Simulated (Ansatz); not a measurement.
# Ru (P6_3/mmc), symmetry broken, then relaxed

Level of theory: DFT PBE, scalar-relativistic, plane waves, PAW (Ansatz). Settings: plane waves to 420 eV, k-mesh 12×12×4 (Γ-centred), Gaussian smearing 0.15 eV. No spin polarisation. Energies are free energies at this smearing, counted from the undisturbed cell; pressure is positive in compression.

Zero of the scan (relaxed at this level):

```xyz
4
Lattice="2.7200 0.0000 0.0000 -1.3600 2.3556 0.0000 0.0000 0.0000 8.5935" Properties=species:S:1:pos:R:3 pbc="T T T"
Ru    0.0000    1.5704    1.0742
Ru    0.0000    1.5704    5.3710
Ru    1.3600    0.7852    3.2226
Ru    1.3600    0.7852    7.5193
```

The atoms are displaced (Å, in the unstrained cell):

```tsv
atom	ux	uy	uz
Ru1	-0.147	-0.002	0.008
Ru2	0.004	-0.099	-0.055
Ru3	0.127	-0.028	0.147
Ru4	0.017	0.128	-0.100
```

The cell is strained by (0.0261, 0.0098, -0.0044, -0.0079, -0.0032, 0.0763) (xx, yy, zz, yz, xz, xy; engineering shear). Cell and atoms are then relaxed.

Q: Does the relaxation return to the undisturbed structure?

A: Yes (up to a choice of domain or origin): same space group and volume, and an energy 0.0 meV/atom from it. The disturbance itself cost 194.3 meV/atom. The final space group reads P6_3/mmc (tolerance 0.05 Å) and the volume changes by -0.01 %.

Final structure:

```yaml
crystal:
  lattice:
    - [2.71990, -0.00013, -0.00007]
    - [-1.36006, 2.35555, -0.00001]
    - [-0.00021, -0.00016, 8.59327]
  atoms:
    - { symbol: Ru, position: [0.33333, 0.66666, 0.12500] }
    - { symbol: Ru, position: [0.33332, 0.66663, 0.62500] }
    - { symbol: Ru, position: [0.66668, 0.33334, 0.37501] }
    - { symbol: Ru, position: [0.66667, 0.33337, 0.87500] }
```

The relaxation, step by step (energy from the first step; small jumps at an unchanged geometry come where the plane waves are selected anew for the new cell):

```csv
step,ΔE (meV/atom),largest force component (eV/Å),pressure (GPa)
1,0.0,2.683,-2.65
2,-178.5,0.562,3.16
3,-194.4,0.032,-0.35
4,-194.5,0.001,-0.02
5,-194.3,0.001,-0.01
```

Cost: 3 runs of about 6.2 core-minutes in all, on Arm Neoverse V1 (shared hosts).